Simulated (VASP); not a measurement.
# CdS (F-43m) under biaxial strain in the (111) plane

Strain engineering needs slopes: what does biaxial strain in the (111) plane do to the lattice and the band edges of CdS?

Method: LDA; plane waves and PAW (Cd, S); cell typed or built by script, in the first sound run; inputs show where later runs differ, in VASP 6.6.1.

### 1. The starting structure

Symmetry: F-43m, No. 216, cubic system. The conventional cell has a = 5.820 Å, b = 5.820 Å, c = 5.820 Å, α = 90.00°, β = 90.00°, γ = 90.00°. Cd has 4 S at 2.52 Å nearest. Nearest to S lie 4 Cd at 2.52 Å. Farther neighbours and most contacts between anions are not listed.

### 2. Relax the crystal, LDA

The series starts from the cell that this level prefers, so that zero strain is near zero stress.

This step took 2 runs in a row; the last is shown.

Level: LDA; plane waves and PAW (Cd, S); cell typed or built by script.

Contents of INCAR:

```
SYSTEM = CdS
PREC = Accurate
ENCUT = 450
EDIFF = 1E-07
NELM = 120
ISMEAR = 0
SIGMA = 0.02
LREAL = .FALSE.
ALGO = Normal
GGA = CA
NBANDS = 15
LASPH = .TRUE.
LORBIT = 11
LWAVE = .FALSE.
LCHARG = .FALSE.
KPAR = 12
IBRION = 2
NSW = 40
ISIF = 3
EDIFFG = -0.005
POTIM = 0.4
```

Contents of POSCAR:

```
CdS
1.0
    0.0000000000      2.8843989595      2.8843989595
    2.8843989595      0.0000000000      2.8843989595
    2.8843989595      2.8843989595      0.0000000000
Cd S
1 1
Direct
    0.0000000000      0.0000000000      0.0000000000
    0.2500000000      0.2500000000      0.2500000000
```

Contents of KPOINTS:

```
Automatic mesh
0
Gamma
9 9 9
0 0 0
```

Potentials, in the order of the species: Cd and S (LDA family, release 64).

Command:

```sh
$ mpirun -np 12 vasp_std
```

Output:

```text
[banner, memory and clock lines left out]
running   12 mpi-ranks, on    1 nodes
[...]
|                                                                             |
|           W    W    AA    RRRRR   N    N  II  N    N   GGGG   !!!           |
|           W    W   A  A   R    R  NN   N  II  NN   N  G    G  !!!           |
|           W    W  A    A  R    R  N N  N  II  N N  N  G       !!!           |
|           W WW W  AAAAAA  RRRRR   N  N N  II  N  N N  G  GGG   !            |
|           WW  WW  A    A  R   R   N   NN  II  N   NN  G    G                |
|           W    W  A    A  R    R  N    N  II  N    N   GGGG   !!!           |
|                                                                             |
|     For optimal performance we recommend to set                             |
|       NCORE = 2 up to number-of-cores-per-socket                            |
|     NCORE specifies how many cores store one orbital (NPAR=cpu/NCORE).      |
|     This setting can greatly improve the performance of VASP for DFT.       |
[...]
DAV:   4    -0.792118473961E+01   -0.23619E-01   -0.23617E-01  1323   0.402E+00
[...]
DAV:  12    -0.740676476971E+01    0.46261E-05   -0.18499E-05  1581   0.599E-02    0.643E-03
DAV:  13    -0.740676485038E+01   -0.80672E-07   -0.12593E-06  1197   0.930E-03    0.172E-03
DAV:  14    -0.740676485268E+01   -0.23001E-08   -0.26683E-08   728   0.146E-03
   1 F= -.74067649E+01 E0= -.74067649E+01  d E =-.740676E+01
[...]
N       E                     dE             d eps       ncg     rms          rms(c)
DAV:   1    -0.740683315263E+01   -0.68302E-04   -0.12254E-03  1120   0.453E-01    0.612E-02
DAV:   2    -0.740677354751E+01    0.59605E-04   -0.13797E-04  1246   0.186E-01    0.227E-02
DAV:   3    -0.740676808817E+01    0.54593E-05   -0.13229E-05  1323   0.417E-02    0.188E-02
DAV:   4    -0.740676744247E+01    0.64570E-06   -0.89516E-07  1127   0.937E-03    0.372E-03
DAV:   5    -0.740676738962E+01    0.52852E-07   -0.10868E-07   631   0.588E-03
   2 F= -.74067674E+01 E0= -.74067674E+01  d E =-.253694E-05
 trial-energy change:   -0.000003  1 .order   -0.000002   -0.000007    0.000002
 step:   0.7588(harm=  0.7588)  dis= 0.00000  next Energy=    -7.406767 (dE=-0.247E-05)
 reached required accuracy - stopping structural energy minimisation
```

Elapsed: 4.8 s, on 12 MPI ranks of Intel Xeon 6975P-C (Granite Rapids), shared host; peak memory 1.9 GiB.

Lines that name or quote the potential files are left out of all logs, and their timing lines are given in words.

OUTCAR, selected parts (step 2):

```text
  Total        0.0033728      0.0033728      0.0033728      0.0000000     -0.0000000      0.0000000
  in kB        0.1126618      0.1126618      0.1126618      0.0000000     -0.0000000      0.0000000
  external PRESSURE =       0.1126618 kB  Pullay stress =       0.0000000 kB

 POSITION                                       TOTAL-FORCE (eV/Angst)
 -----------------------------------------------------------------------------------
      0.00000      0.00000      0.00000        -0.000000     -0.000000     -0.000000
      1.44190      1.44190      1.44190         0.000000      0.000000      0.000000
 -----------------------------------------------------------------------------------
    total drift:                                0.000000      0.000000      0.000000

  FREE ENERGIE OF THE ION-ELECTRON SYSTEM (eV)
  ---------------------------------------------------
  free  energy   TOTEN  =        -7.4067673896 eV

  energy  without entropy=       -7.4067673896  energy(sigma->0) =       -7.40676739

 reached required accuracy - stopping structural energy minimisation

[... 3 further parts left out ...]
[key lines of the parts left out:]
E-fermi :   1.5849
```

Numbers from this step:

| Item | Value |
| --- | --- |
| energy(sigma→0) of the program | -7.4068 eV |
| stress, compression positive | 0.01 along [111], 0.01 across it (mean), GPa |
| volume | 47.966 Å³ |
| ionic steps | 2 |

### 3. Strain along the normal, LDA

One member in full: the plane is strained by -0.5 %, and the strain along the normal is moved by secant steps until the normal stress is under 0.012 GPa or five steps are spent; the atoms relax at each step.

This step took 3 runs, each at a new trial strain with the atoms of the one before; the last is shown.

Level: LDA; plane waves and PAW (Cd, S); cell typed or built by script.

INCAR, as its differences from that of step 2:

```diff
@@ -15,7 +15,7 @@
 LCHARG = .FALSE.
-KPAR = 12
-IBRION = 2
-NSW = 40
-ISIF = 3
-EDIFFG = -0.005
-POTIM = 0.4
+KPAR = 3
+IBRION = 1
+NSW = 25
+ISIF = 2
+EDIFFG = -0.004
+POTIM = 0.3
```

Contents of POSCAR:

```
CdS
1.0
    0.0190185020      2.8884078310      2.8884078310
    2.8884078310      0.0190185020      2.8884078310
    2.8884078310      2.8884078310      0.0190185020
Cd S
1 1
Direct
    0.0008618413      0.0008618413      0.0008618413
    0.2491381587      0.2491381587      0.2491381587
```

KPOINTS is that of step 2.

Command:

```sh
$ mpirun -np 3 vasp_std
```

Output:

```text
[banner, memory and clock lines left out]
running    3 mpi-ranks, on    1 nodes
[...]
LDA part: xc-table for (Slater(with rela. corr.)+CA(PZ))
 , standard interpolation
 POSCAR, INCAR and KPOINTS ok, starting setup
[...]
entering main loop
       N       E                     dE             d eps       ncg     rms          rms(c)
DAV:   1     0.100095964492E+03    0.10010E+03   -0.85079E+03  2670   0.987E+02
DAV:   2    -0.393335666353E+01   -0.10403E+03   -0.98550E+02  3033   0.256E+02
DAV:   3    -0.789566260774E+01   -0.39623E+01   -0.39542E+01  3201   0.521E+01
DAV:   4    -0.792036645208E+01   -0.24704E-01   -0.24701E-01  3131   0.406E+00
[...]
DAV:  12    -0.740567121251E+01    0.41947E-05   -0.17961E-05  3920   0.592E-02    0.650E-03
DAV:  13    -0.740567126399E+01   -0.51480E-07   -0.12251E-06  2928   0.956E-03    0.181E-03
DAV:  14    -0.740567126837E+01   -0.43749E-08   -0.32528E-08  1989   0.157E-03
   1 F= -.74056713E+01 E0= -.74056713E+01  d E =-.740567E+01
 BRION: g(F)=  0.782E-05 g(S)=  0.000E+00
[...]
N       E                     dE             d eps       ncg     rms          rms(c)
DAV:   1    -0.740567666794E+01   -0.54039E-05   -0.12482E-03  2578   0.242E-01    0.811E-03
DAV:   2    -0.740567781671E+01   -0.11488E-05   -0.12957E-05  3096   0.267E-02    0.299E-03
DAV:   3    -0.740567779316E+01    0.23553E-07   -0.92650E-08  2471   0.268E-03
   2 F= -.74056778E+01 E0= -.74056778E+01  d E =-.652479E-05
 BRION: g(F)=  0.329E-05 g(S)=  0.000E+00 retain N=  1 mean eig= 2.84
 eig:   2.844
[...]
N       E                     dE             d eps       ncg     rms          rms(c)
DAV:   1    -0.740567928025E+01   -0.14635E-05   -0.42469E-03  2564   0.446E-01    0.150E-02
DAV:   2    -0.740568311999E+01   -0.38397E-05   -0.43527E-05  3110   0.489E-02    0.562E-03
DAV:   3    -0.740568304805E+01    0.71944E-07   -0.32869E-07  3131   0.492E-03
   3 F= -.74056830E+01 E0= -.74056830E+01  d E =-.525489E-05
 BRION: g(F)=  0.270E-07 g(S)=  0.000E+00 retain N=  1 mean eig= 3.13
 eig:   3.128
 reached required accuracy - stopping structural energy minimisation
```

It took 17 s on 3 MPI ranks; peak memory 0.49 GiB.

From OUTCAR (step 3):

```text
  Total        0.1064985      0.1064985      0.1064985     -0.0533434     -0.0533434     -0.0533434
  in kB        3.5756849      3.5756849      3.5756849     -1.7910035     -1.7910035     -1.7910035
  external PRESSURE =       3.5756849 kB  Pullay stress =       0.0000000 kB

 POSITION                                       TOTAL-FORCE (eV/Angst)
 -----------------------------------------------------------------------------------
      0.00444      0.00444      0.00444        -0.000395     -0.000395     -0.000395
      1.44452      1.44452      1.44452         0.000395      0.000395      0.000395
 -----------------------------------------------------------------------------------
    total drift:                                0.000095      0.000095      0.000095

  FREE ENERGIE OF THE ION-ELECTRON SYSTEM (eV)
  ---------------------------------------------------
  free  energy   TOTEN  =        -7.4056830480 eV

  energy  without entropy=       -7.4056830480  energy(sigma->0) =       -7.40568305

[... 1 part as in an earlier step ...]

[... 3 further parts left out ...]
[key lines of the parts left out:]
E-fermi :   1.6311
```

Numbers from this step:

* energy(sigma→0) of the program: -7.4057 eV
* stress, compression positive: 0.00 along [111], 0.54 across it (mean), GPa
* ionic steps: 3

### 4. Band edges, TB-mBJ with spin-orbit coupling

Short lines in KPOINTS_OPT sample the zone centre along and across the normal of the plane, for masses, and the other valleys.

Level: TB-mBJ, spin-orbit coupling; plane waves and PAW (Cd, S); cell typed or built by script.

TB-mBJ has no energy functional, so the total energy, stress and pressure in this output mean nothing.

Contents of INCAR:

```
SYSTEM = CdS
PREC = Accurate
ENCUT = 450
EDIFF = 1E-06
NELM = 150
ISMEAR = 0
SIGMA = 0.02
LREAL = .FALSE.
ALGO = Normal
METAGGA = MBJ
LASPH = .TRUE.
LNONCOLLINEAR = .TRUE.
MAGMOM = 0 0 0 0 0 0
NBANDS = 28
GGA_COMPAT = .FALSE.
LSORBIT = .TRUE.
LWAVE = .FALSE.
LCHARG = .FALSE.
KPAR = 3
```

Contents of POSCAR:

```
CdS
1.0
    0.0190185020      2.8884078310      2.8884078310
    2.8884078310      0.0190185020      2.8884078310
    2.8884078310      2.8884078310      0.0190185020
Cd S
1 1
Direct
    0.0007665325      0.0007665325      0.0007665325
    0.2492334675      0.2492334675      0.2492334675
```

Contents of KPOINTS:

```
Automatic mesh
0
Gamma
7 7 7
0 0 0
```

Contents of KPOINTS_OPT:

```
Line mode
6
Line-mode
Reciprocal
  0.00000000   0.00000000   0.00000000
  0.02662842   0.02662842   0.02662842

  0.00000000   0.00000000   0.00000000
 -0.01614599   0.01614599   0.00000000

  0.31000000   0.31000000   0.00000000
  0.50000000   0.50000000   0.00000000

  0.00000000   0.31000000   0.31000000
  0.00000000   0.50000000   0.50000000

  0.45000000   0.45000000   0.45000000
  0.50000000   0.50000000   0.50000000

  0.45000000   0.00000000   0.00000000
  0.50000000   0.00000000   0.00000000

  0.42500000   0.42500000   0.00000000
  0.42515134   0.44798522   0.02298522

  0.50000000   0.50000000   0.50000000
  0.48385401   0.51614599   0.50000000
```

Command:

```sh
$ mpirun -np 3 vasp_ncl
```

Output:

```text
[banner, memory and clock lines left out]
running    3 mpi-ranks, on    1 nodes
[...]
|                                                                             |
|               ----> ADVICE to this user running VASP <----                  |
|                                                                             |
|     You enforced a specific xc type in the INCAR file but a different       |
|     [... a line on the potential file left out ...]
|     I HOPE YOU KNOW WHAT YOU ARE DOING!                                     |
|                                                                             |

 LDA part: xc-table for (None), standard interpolation
 POSCAR, INCAR and KPOINTS ok, starting setup
[...]
entering main loop
       N       E                     dE             d eps       ncg     rms          rms(c)
DAV:   1     0.492821735665E+02    0.49282E+02   -0.81242E+03  4752   0.106E+03
DAV:   2    -0.702898225360E+02   -0.11957E+03   -0.11493E+03  5152   0.296E+02
DAV:   3    -0.762622198135E+02   -0.59724E+01   -0.59320E+01  5524   0.679E+01
DAV:   4    -0.763098856337E+02   -0.47666E-01   -0.47640E-01  5176   0.584E+00
[...]
DAV:  35    -0.740469575811E+02    0.31726E-04   -0.23170E-08  2520   0.156E-03    0.117E-03
DAV:  36    -0.740468699305E+02    0.87651E-04   -0.42516E-09  2520   0.659E-04    0.676E-04
DAV:  37    -0.740468695021E+02    0.42840E-06   -0.17311E-09  2520   0.381E-04
   1 F= -.74046870E+02 E0= -.74046870E+02  d E =-.703911E-14  mag=     0.0000    -0.0000    -0.0000
 Start KPOINTS_OPT (optional k-point list driver)
k-point batch [1-48\48]
       N       E                     dE             ncg
DAV:   1     0.278777101584E+04   -0.15012E+05     2760
DAV:   2    -0.297315401266E+04   -0.57609E+04     2996
DAV:   3    -0.323600151007E+04   -0.26285E+03     3160
DAV:   4    -0.323776814283E+04   -0.17666E+01     3148
DAV:   5    -0.323778791400E+04   -0.19771E-01     3296
DAV:   6    -0.323778831728E+04   -0.40328E-03     3288
DAV:   7    -0.323778832952E+04   -0.12233E-04     3248
DAV:   8    -0.323778832999E+04   -0.47088E-06     2216
```

Run time: 4.2 min. Hardware: 3 MPI ranks; peak memory 1.3 GiB.

OUTCAR, selected parts (step 4):

```text
  LATTYP: Found a trigonal (rhomboedric) cell.
 ALAT       =     4.0848698021
 COS(alpha) =     0.5065734429

 Subroutine GETGRP returns: Found  6 space group operations
 (whereof  6 operations were pure point group operations)

The static configuration has the point symmetry C_3v.

 Found     84 irreducible k-points:

   k-points           NKPTS =     84   k-points in BZ     NKDIM =     84   number of bands    NBANDS=     28

   dimension x,y,z NGX =    28 NGY =   28 NGZ =   28
   dimension x,y,z NGXF=    56 NGYF=   56 NGZF=   56

   ENCUT  =  450.0 eV  33.07 Ry    5.75 a.u.   7.07  7.07  7.07*2*pi/ulx,y,z

   NELECT =      18.0000    total number of electrons

 E-fermi :   2.0638

 k-point     1 :       0.0000    0.0000    0.0000
  band No.  band energies     occupation
    ...
     14       1.9191      1.00000
     15       1.9557      1.00000
     16       1.9557      1.00000
     17       1.9695      1.00000
     18       1.9695      1.00000
     19       4.6487      0.00000
     20       4.6487      0.00000
     21       9.3174      0.00000
     22       9.3174      0.00000
     23       9.6899      0.00000
    ...

 k-point     2 :       0.1429    0.0000   -0.0000
  band No.  band energies     occupation
    ...
     14       0.9837      1.00000
     15       1.7718      1.00000
     16       1.7795      1.00000
     17       1.8077      1.00000
     18       1.8280      1.00000
     19       5.4222      0.00000
     20       5.4233      0.00000
     21       9.2799      0.00000
     22       9.2890      0.00000
     23       9.7424      0.00000
    ...

  Total      -37.1915657    -37.1915657    -37.1915657     -0.0584350     -0.0584350     -0.0584350
  in kB    -1248.7058202  -1248.7058202  -1248.7058202     -1.9619520     -1.9619520     -1.9619520
  external PRESSURE =   -1248.7058202 kB  Pullay stress =       0.0000000 kB

 POSITION                                       TOTAL-FORCE (eV/Angst)
 -----------------------------------------------------------------------------------
      0.00444      0.00444      0.00444        -0.023978     -0.023978     -0.023978
      1.44452      1.44452      1.44452         0.023978      0.023978      0.023978
 -----------------------------------------------------------------------------------
    total drift:                               -0.046279     -0.046279     -0.046279

  FREE ENERGIE OF THE ION-ELECTRON SYSTEM (eV)
  ---------------------------------------------------
  free  energy   TOTEN  =       -74.0468695021 eV

  energy  without entropy=      -74.0468695021  energy(sigma->0) =      -74.04686950

 Spin-Orbit-Coupling matrix elements
 Ion:    1  E_soc:     -0.0533013
 Ion:    2  E_soc:     -0.0023343

[... 1 part as in an earlier step ...]

[... 7 further parts left out ...]
```

### 5. Band edges, r2SCAN with spin-orbit coupling

Short lines in KPOINTS_OPT sample the zone centre along and across the normal of the plane, for masses, and the other valleys.

Level: r2SCAN, spin-orbit coupling; plane waves and PAW (Cd, S); cell typed or built by script.

INCAR, as its differences from that of step 4:

```diff
@@ -4,3 +4,3 @@
 EDIFF = 1E-06
-NELM = 150
+NELM = 100
 ISMEAR = 0
@@ -9,3 +9,3 @@
 ALGO = Normal
-METAGGA = MBJ
+METAGGA = R2SCAN
 LASPH = .TRUE.
```

POSCAR is that of step 4.

KPOINTS is that of step 4.

KPOINTS_OPT is that of step 4.

Command:

```sh
$ mpirun -np 3 vasp_ncl
```

Output:

```text
[banner, memory and clock lines left out]
running    3 mpi-ranks, on    1 nodes
[...]
[... a notice as in an earlier step ...]

 LDA part: xc-table for (None), standard interpolation
 POSCAR, INCAR and KPOINTS ok, starting setup
[...]
entering main loop
       N       E                     dE             d eps       ncg     rms          rms(c)
DAV:   1    -0.279414901472E+03   -0.27941E+03   -0.82947E+03  4752   0.108E+03
DAV:   2    -0.401288789238E+03   -0.12187E+03   -0.11700E+03  5132   0.300E+02
DAV:   3    -0.407637598781E+03   -0.63488E+01   -0.63068E+01  5556   0.711E+01
DAV:   4    -0.407694976283E+03   -0.57378E-01   -0.57344E-01  5244   0.647E+00
[...]
DAV:  12    -0.402603925223E+03    0.25775E-04   -0.21156E-04  5060   0.214E-01    0.383E-02
DAV:  13    -0.402603927855E+03   -0.26317E-05   -0.18193E-05  5052   0.474E-02    0.121E-02
DAV:  14    -0.402603926874E+03    0.98124E-06   -0.17424E-06  5052   0.157E-02
   1 F= -.40260393E+03 E0= -.40260393E+03  d E =-.504281E-11  mag=     0.0000    -0.0000     0.0000
 Start KPOINTS_OPT (optional k-point list driver)
k-point batch [1-48\48]
       N       E                     dE             ncg
DAV:   1     0.219012972099E+04   -0.15609E+05     2720
DAV:   2    -0.370197160360E+04   -0.58921E+04     3012
DAV:   3    -0.398639148554E+04   -0.28442E+03     3184
DAV:   4    -0.398873327942E+04   -0.23418E+01     3056
DAV:   5    -0.398876938974E+04   -0.36110E-01     3244
DAV:   6    -0.398877022302E+04   -0.83328E-03     3200
DAV:   7    -0.398877024803E+04   -0.25004E-04     3272
DAV:   8    -0.398877024884E+04   -0.80886E-06     2244
```

Elapsed: 6.9 min, on 3 MPI ranks; peak memory 1.2 GiB.

Parts of OUTCAR (step 5):

```text
  Total        1.2875447      1.2875447      1.2875447     -0.0508420     -0.0508420     -0.0508420
  in kB       43.2292771     43.2292771     43.2292771     -1.7070189     -1.7070189     -1.7070189
  external PRESSURE =      43.2292771 kB  Pullay stress =       0.0000000 kB

 POSITION                                       TOTAL-FORCE (eV/Angst)
 -----------------------------------------------------------------------------------
      0.00444      0.00444      0.00444         0.004894      0.004894      0.004894
      1.44452      1.44452      1.44452        -0.004894     -0.004894     -0.004894
 -----------------------------------------------------------------------------------
    total drift:                                0.000087      0.000087      0.000087

  FREE ENERGIE OF THE ION-ELECTRON SYSTEM (eV)
  ---------------------------------------------------
  free  energy   TOTEN  =      -402.6039268738 eV

  energy  without entropy=     -402.6039268738  energy(sigma->0) =     -402.60392687

[... 2 parts as in an earlier step ...]

[... 1 further part left out ...]
[key lines of the parts left out:]
E-fermi :   1.5795
```

This run gave:

| Quantity | Value |
| --- | --- |
| energy(sigma→0) of the program | -402.6039 eV |
| stress, compression positive | 3.98 along [111], 4.49 across it (mean), GPa |

The run ends at a pressure of 4.32 GPa, with forces up to 0.0085 eV/Å.

[end of part 1 of 2]

[Lines on the potential files, build, host, timing and source positions are cut from VASP's logs without a mark.]

[Logs are printed without paths, hosts, clocks, repeated set-up lines and the standing remarks that a program may print on its own settings, such as how far it seeks lower states.]

[Hosts, paths, dates, database ids (printed as entryN), source tags and the programs' standing remarks are cut or masked in the printed files.]

[In band tables of VASP the shares of atoms and orbitals are scaled to a sum of 1 inside the atoms' spheres.]
